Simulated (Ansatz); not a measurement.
Consider the formal exchange of groups at a B–S bond: `BSB(O)Cl` + `CC(C)=O` → `BCC(C)=O` + `OB(S)Cl`.

Computed with Ansatz on PBE0-D4/def2-TZVP structures; ΔE is electronic, products minus reactants. CCSD(T)/CBS adds triple-zeta CCSD(T) − MP2 to the extrapolated MP2 energy (def2 sets, frozen cores). DFT in def2-TZVPP. HSE06 is defined as in plane-wave codes. Each species was taken in one conformer, which may not be the lowest.

`BSB(O)Cl`:

```xyz
8

B     0.205    0.548   -1.721
S     0.932    0.452   -0.099
B    -0.278   -0.392    1.004
O     0.057   -0.581    2.294
Cl   -1.845   -0.970    0.488
H    -0.877    0.113   -1.943
H     0.879    1.075   -2.550
H     0.928   -0.245    2.527
```

`CC(C)=O`:

Cartesian coordinates in Å:
```
C -0.603 0.570 -0.986
C 0.297 -0.452 -0.343
C 0.460 -0.354 1.151
O 0.856 -1.303 -0.989
H -1.581 0.582 -0.499
H -0.175 1.569 -0.860
H -0.716 0.355 -2.047
H -0.500 -0.541 1.640
H 1.192 -1.082 1.496
H 0.770 0.655 1.438
```

`BCC(C)=O`:

Cartesian coordinates in Å:
```
B 0.903 0.385 1.501
C 0.172 0.980 0.262
C -0.893 0.103 -0.338
C -0.431 -1.085 -1.139
O -2.063 0.345 -0.171
H 1.446 1.115 2.277
H 0.986 -0.798 1.662
H 1.016 1.077 -0.446
H -0.217 1.984 0.439
H -1.270 -1.746 -1.345
H 0.360 -1.629 -0.617
H -0.009 -0.733 -2.086
```

`OB(S)Cl`:

Cartesian coordinates in Å:
```
O 0.268 -1.086 -0.251
B -0.186 0.073 0.268
S 0.184 1.657 -0.503
Cl -1.170 0.086 1.739
H 0.000 -1.859 0.255
H 0.904 1.129 -1.508
```

(1) Is it downhill or uphill in electronic energy at CCSD(T)/CBS, and by how much? (Best estimate.)

(2) What do these levels give: HSE06-D4, ωB97M-V, HSE06, MP2/def2-SVP, HF/def2-QZVPP, HF/CBS(def2)? (Estimate.)

Largest T1 diagnostic among the species: 0.014.

## Answers

(1) Computed: Uphill: ΔE = +70.0 kJ/mol.

(2) Computed: HSE06-D4 70.1, ωB97M-V 66.4, HSE06 69.8, MP2/def2-SVP 75.3, HF/def2-QZVPP 62.6, HF/CBS(def2) 62.6 kJ/mol.

At CCSD(T), def2-SVP lies +4.6 kJ/mol from the extrapolated value and def2-TZVPP −0.0 kJ/mol. From BLYP to BHLYP (50 % exact exchange), in def2-TZVPP and without D4, ΔE moves by −3.2 kJ/mol.
